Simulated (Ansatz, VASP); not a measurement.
**Two plane-wave programs on PbS**

```
Pb S
1.0
     3.65366    0.00000    0.00000
     0.00000    3.65366    0.00000
     0.00000    0.00000    3.65366
Pb S
1 1
Direct
  0.00000 0.00000 0.00000
  0.50000 0.50000 0.50000
```

Measurements of this composition are mostly on another form, of space group No. 225.

Alike in both runs: task relaxation of cell and atoms; functional PBEsol; dispersion D4; k mesh 7 × 7 × 7; occupations fermi-dirac, width 0.05 eV; no spin polarisation.

```csv
,VASP,Ansatz
version,VASP 6.6.1,Ansatz 0.2.0
potentials or method,"VASP PAW PBE potentials, release 64 (Pb_d, S)",Ansatz PAW
plane-wave cutoff (eV),600,420
valence electrons in the cell,20,20
```

|  | VASP | Ansatz | Ansatz less VASP |
| --- | --- | --- | --- |
| gap on the k mesh at the Fermi level, each at its own relaxed structure (eV) | none | none | - |
| relaxed volume (Å³/atom) | 22.28 | 22.27 | -0.003 |
| relaxed cell length with the largest relative difference (Å) | 3.545 | 3.545 | -0.0002 |
| energy change over the relaxation (meV/atom) | -36 | -36 | -0.4 |

A gap of «none» marks a metal or a gap that the smearing closes.

Caveats: pairwise dispersion overbinds metals, which lowers pressure and volume; the PAW data sets were made with another functional, which shifts forces and pressure a little (VASP); the plane-wave basis is chosen anew once the cell has moved, so the energies of steps on either side of that aren't comparable (Ansatz); the PAW data sets come from PBE, with cores solved anew for the run's functional, which leaves a small shift of forces and pressure (Ansatz). The runs have no spin-orbit coupling, so splittings on Pb are missing.
